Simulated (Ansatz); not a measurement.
## WS2 (Tungstenite): single point with PBE

The system is WS2 (Tungstenite).

```
W S
1.0
     3.18000    0.00000    0.00000
    -1.59000    2.75396    0.00000
     0.00000    0.00000   12.50000
W S
2 4
Cartesian
  1.5900 0.9180 9.3750
  0.0000 1.8360 3.1250
  1.5900 0.9180 4.6875
  0.0000 1.8360 10.9375
  1.5900 0.9180 1.5625
  0.0000 1.8360 7.8125
```

```
Program             : Ansatz 0.2.0
Task                : single point
Functional          : PBE
Potentials or basis : Ansatz PAW
Cutoff              : 420 eV (not typed: the program's choice for these potentials)
k mesh              : 10 × 10 × 3
Occupations         : gaussian, width 0.011 eV
Spin                : no spin polarisation
```

```json
{
 "Pressure": "2.3 GPa",
 "Largest force": "0.129 eV/Å",
 "Band gap on the k mesh": "1.12 eV, indirect (least direct gap 2.09 eV)"
}
```

Forces on the atoms (eV/Å):
```
W    0.000  0.000  0.000
W    0.000  0.000  0.000
S    0.000  0.000  0.129
S    0.000  0.000  0.129
S    0.000  0.000 -0.129
S    0.000  0.000 -0.129
```

Stress tensor (GPa, compression positive):
```
1.66 0.00 0.00
0.00 1.66 0.00
0.00 0.00 3.50
```

Levels at points of the mesh, in eV from the valence-band top:
```
            k point  band 22  band 23  band 24  band 25  band 26  band 27  band 28  band 29  band 30  band 31
 (0.00, 0.00, 0.00)    -2.27    -2.27    -1.57    -1.09     0.00     2.25     2.25     2.25     2.25     2.34
(0.00, -0.50, 0.00)    -2.70    -2.02    -1.85    -1.67    -1.51     2.20     2.24     2.56     2.77     3.12
```

It took 15 s on 2 threads of Intel(R) Xeon(R) Processor @ 2.50GHz (Skylake/Cascade Lake), on a shared host, peak memory 0.43 GiB.

Caveat: odd divisions of the mesh miss points on the zone boundary, where band edges often lie, so the gap on the mesh can be too wide; spin-orbit coupling is left out, which moves the levels of the heavy elements; this functional lacks dispersion, which binds the layers, so the pressure and a relaxed spacing across them are unreliable. A k mesh can miss the band edges.
